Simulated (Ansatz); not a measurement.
An 18-atom cell of CdI₂ (P-3m1) from a materials database, relaxed with r2SCAN+rVV10. It is trigonal, P-3m1 (No. 164); a = 4.248 Å, c = 41.327 Å in the conventional setting, 35.89 Å³ an atom. Cd is surrounded by 6 I at 2.99–3.00 Å; Cd is surrounded by 6 I at 3.00 Å; I is surrounded by 3 Cd at 3.00 Å; I is surrounded by 3 Cd at 2.99 Å (further sites aren't listed).

The questions ask for values computed with the PAW code Ansatz on this geometry. No magnetic order and no zero-point or thermal motion.

Task: Is there a gap with r2SCAN, and of what kind?

Result: The r2SCAN gap is indirect, 2.71 eV (k = (0, 1/8, -0.411) to M), below the direct gap of 2.85 eV at M.

Task: How does the gap change from r2SCAN to PBE+SOC (12×12×1)?

Result: With PBE+SOC the valence top lies at Γ and the conduction bottom at M, 1.96 eV higher; the smallest vertical gap, at Γ, is 2.15 eV. The gap differs by -0.75 eV from r2SCAN's.

Task: Estimate the gap with PBE0 on 6×6×1.

Result: The PBE0 gap is indirect, 3.90 eV (k = (0, 1/8, -0.411) to M), below the direct gap of 4.06 eV at M. The gap differs by +1.19 eV from r2SCAN's.

Only the levels marked +SOC include spin-orbit coupling.

Where an edge lies off the special points, it is a point of the mesh or the k point where a search put PBE's edge or least direct gap, reused for the other functionals, whose own edges may lie a little apart.

Coordinates of k points refer to the reciprocal vectors of the primitive cell of the runs.

The meshes of the hybrids are coarse, so their gaps aren't converged to the digits shown.

PBE's own run along the path (2.27 eV) came before the search for the edges and missed one, so it isn't listed.
